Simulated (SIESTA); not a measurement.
Crystal: CuO (Tenorite).

```
Cu O
1.0
     2.34465   -1.71340    0.00000
     2.34465    1.71340    0.00000
    -0.86055    0.00000    5.05944
Cu O
2 2
Direct
  0.49680 0.00320 0.50000
  0.00320 0.49680 0.00000
  0.40560 0.57140 0.75370
  0.57140 0.40560 0.25370
```

* Program: SIESTA 5.4.2
* Task: single point
* Functional: PBE
* Potentials or basis: PseudoDojo 0.4 standard (PBE files)
* Basis: DZP (energy shift 0.003 Ry; two zetas on semicore shells)
* Grid cutoff: 800 Ry
* Energy shift: 0.003 Ry
* k mesh: 10 × 10 × 5
* Occupations: fermi-dirac, width 0.05 eV
* Spin: no spin polarisation

On this cell: pressure 7.0 GPa; largest force 0.829 eV/Å; band gap on the k mesh none (metal or under the smearing width).

The same run follows on a disturbed copy (atoms moved at random, drawn with an rms of 0.05 Å):

```
Cu O
1.0
     2.34465   -1.71340    0.00000
     2.34465    1.71340    0.00000
    -0.86055    0.00000    5.05944
Cu O
2 2
Cartesian
  0.7361 -0.8836 2.5056
  1.2041 0.8387 -0.0138
  1.6374 0.3040 3.8502
  2.1001 -0.2780 1.3060
```

Q: What changes?

A: The energy (extrapolated to zero smearing) moves by +20.5 meV/atom; pressure 7.8 GPa; largest force 1.636 eV/Å; band gap on the k mesh none (metal or under the smearing width).

Forces on the atoms (eV/Å):
```
Cu  -0.225  0.238  0.952
Cu  -1.224  0.570  0.881
O    0.990 -0.624 -1.143
O    0.460 -0.184 -0.690
```

Stress tensor (GPa, compression positive):
```
 9.29 -0.08 -3.80
-0.08  6.13  0.88
-3.80  0.88  8.09
```

Caveats: short orbitals over semicore shells can move pressures by several GPa; the basis of atomic orbitals isn't converged, which shifts pressures, moduli and gaps; the run has no spin polarisation, though such a crystal can be magnetic; semilocal functionals often make such compounds metallic where correlation or magnetic order opens a gap, which also shifts bond lengths.
